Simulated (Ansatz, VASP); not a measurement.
**Two plane-wave programs on ZnS (Wurtzite-2H)**

```
Zn S
1.0
     3.81100    0.00000    0.00000
    -1.90550    3.30042    0.00000
     0.00000    0.00000    6.23400
Zn S
2 2
Cartesian
  1.9055 1.1001 3.1170
  0.0000 2.2003 0.0000
  1.9055 1.1001 5.5171
  0.0000 2.2003 2.4001
```

Alike in both runs: task single point; functional PBE; k mesh 8 × 8 × 5; occupations gaussian, width 0.012 eV; no spin polarisation.

|  | VASP | Ansatz |
| --- | --- | --- |
| version | VASP 6.6.1 | Ansatz 0.2.0 |
| potentials or method | VASP PAW PBE potentials, release 64 (Zn, S) | Ansatz PAW |
| plane-wave cutoff (eV) | 520 | 420 |
| valence electrons in the cell | 36 | 36 |

Ansatz gave:

| Property | Result |
| --- | --- |
| gap on the k mesh at the Fermi level (eV) | 2.25 |
| least direct gap on the mesh (eV) | 2.25 |
| pressure (GPa) | 2.3 |
| largest component of the traceless stress (GPa) | 1.35 |
| rms of the force components (eV/Å) | 0.184 |

Q: Estimate VASP's values.

A: gap on the k mesh at the Fermi level (eV): 2.25; least direct gap on the mesh (eV): 2.25; pressure (GPa): 2.2; largest component of the traceless stress (GPa): 1.38; rms of the force components (eV/Å): 0.186.

Atom by atom the forces differ by 0.002 eV/Å (rms over components). The functional is the same, so the differences come from potentials, cutoffs and numerics.

Caveats: odd divisions of the mesh miss points on the zone boundary, where band edges often lie, so the gap on the mesh can be too wide (Ansatz). Expect the measured gap to be larger: semilocal functionals such as PBE lack the derivative discontinuity.
